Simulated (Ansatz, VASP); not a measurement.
# KBr in VASP and in Ansatz

File INCAR:

```
SYSTEM = KBr
  ALGO = Normal
  EDIFF = 1E-6
  EDIFFG = -0.005
  ENCUT = 600
  IBRION = 2
  ISIF = 3
  ISMEAR = 0
  LASPH = .True.
  LCHARG = .False.
  LREAL = .False.
  LWAVE = .False.
  NELM = 80
  NSW = 100
  PREC = Accurate
  SIGMA = 0.02
```

Contents of KPOINTS:

```
k-points
0
Gamma
  6 6 6
  0 0 0
```

File POSCAR:

```
KBr
1.0
    0.0000000000      3.1871867707      3.1871867707
    3.1871867707      0.0000000000      3.1871867707
    3.1871867707      3.1871867707      0.0000000000
K Br
1 1
Direct
    0.0000000000      0.0000000000      0.0000000000
    0.5000000000      0.5000000000      0.5000000000
```

Input for Ansatz:

```yaml
crystal:
  lattice:
    - [0.0, 3.1871867707, 3.1871867707]
    - [3.1871867707, 0.0, 3.1871867707]
    - [3.1871867707, 3.1871867707, 0.0]
  atoms:
    - { symbol: K, position: [0.0, 0.0, 0.0] }
    - { symbol: Br, position: [0.5, 0.5, 0.5] }
basis:
  ecutwfc: 420
kpoints:
  mp_grid: { grid: [6, 6, 6] }
hamiltonian:
  xc: lda
scf:
  occupations: { method: gaussian, width: 0.02 }
output:
  forces: true
  stress: true
  eigenvalues: true
relax:
  adjacent_minimum: "off"
  f_tol: 0.005
  max_steps: 80
  cell: { stress_tol: 0.05 }
```

Alike in both runs: task relaxation of cell and atoms; functional LDA; k mesh 6 × 6 × 6; occupations gaussian, width 0.02 eV; no spin polarisation.

|  | VASP | Ansatz |
| --- | --- | --- |
| version | VASP 6.6.1 | Ansatz 0.2.0 |
| potentials or method | VASP PAW LDA potentials, release 64 (K_sv, Br) | scalar-relativistic, plane waves, PAW |
| plane-wave cutoff (eV) | 600 | 420 |
| valence electrons in the cell | 16 | 16 |

Ansatz gave:

| Quantity | Value |
| --- | --- |
| gap on the k mesh at the Fermi level, each at its own relaxed structure (eV) | 4.32 |
| relaxed volume (Å³/atom) | 32.38 |
| relaxed cell length with the largest relative difference (Å) | 4.507 |

Task: Which values does VASP return?

Result: gap on the k mesh at the Fermi level, each at its own relaxed structure (eV): 4.31; relaxed volume (Å³/atom): 32.51; relaxed cell length with the largest relative difference (Å): 4.514.

LDA gaps usually lie below the measured ones, often by a third to a half.
